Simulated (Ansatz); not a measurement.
RbBr: the gap under pressure

RbBr, Pm-3m, a = 4.193 Å. This isn't the usual stable structure of the compound. Ansatz: PBE, PAW, 420 eV, Γ-centred 6×6×6 mesh on 2 atoms, Gaussian smearing 0.02 eV; no spin polarisation. Cell and atoms are relaxed at each pressure, and no other structure is tried, so the rows at high pressure may lie past a change of phase. The gap is sought over the whole zone. The pressures are the targets, met within 0.08 GPa.

```
P (GPa) gap y (eV)
    0.0       3.925
    3.0       4.451
    8.0       5.080
   15.0       4.867
   30.0           ?
   60.0       3.210
```

Q: Fit y = E0 + αP + βP² to the other rows and predict the missing gap.

A: Least squares on the rows shown. y = 4.1182 + 0.091948 P − 0.0017870 P². So α = 91.9 meV/GPa, but the rows at 0 and 3 GPa alone give 175 meV/GPa, so the parabola doesn't give the slope at zero pressure. With a term in P³ added, the coefficient of P becomes 0.2516, 174 % more, which shows how far this figure hangs on the form. At P = 30.0 the fit asked for gives 5.268 eV. The run gave 4.289 eV, so the fit is 0.979 eV too high, 52 % of the span of the series, against an rms of 0.205 eV on the fitted rows. With a term in P³ added, a fit to the same known rows predicts 2.691 eV, which misses by about as much or more on the other side: the known rows don't fix the higher terms. Also, among the fitted rows a band edge sits at another point of the zone at 60 GPa than at zero pressure, so one curve spans more than one gap, which can bend the series.

Spin-orbit coupling is left out; it would lift a valence top of Br p states by 0.1 to 0.15 eV. The mesh isn't the same in all rows (6×6×6, 8×8×8). Semilocal functionals give gaps under the measured ones; changes of the gap mostly carry over better.